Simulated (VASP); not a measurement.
Bi2Te3 (Tellurobismuthite):

```
Bi Te
1.0
     2.19300    1.26613   10.16567
    -2.19300    1.26613   10.16567
     0.00000   -2.53226   10.16567
Bi Te
2 3
Direct
  0.60000 0.60000 0.60000
  0.40000 0.40000 0.40000
  0.79050 0.79050 0.79050
  0.20950 0.20950 0.20950
  0.00000 0.00000 0.00000
```

Base run:

- Program: VASP 6.6.1
- Functional: TB-mBJ
- Potentials or basis: VASP PAW PBE potentials, release 64 (Bi_d, Te)
- Cutoff: 520 eV
- k mesh: 8 × 8 × 8
- Occupations: gaussian, width 0.02 eV
- Spin: no spin polarisation

Its results: band gap on the k mesh 0.66 eV, direct.

**Question.** The run is repeated on the same cell with these changes: functional from TB-mBJ to PBEsol. What comes out?

**Answer.** Band gap on the k mesh 0.23 eV, direct.

Caveats: spin-orbit coupling is left out, which as a rule narrows the gap of such compounds by several tenths of an eV.
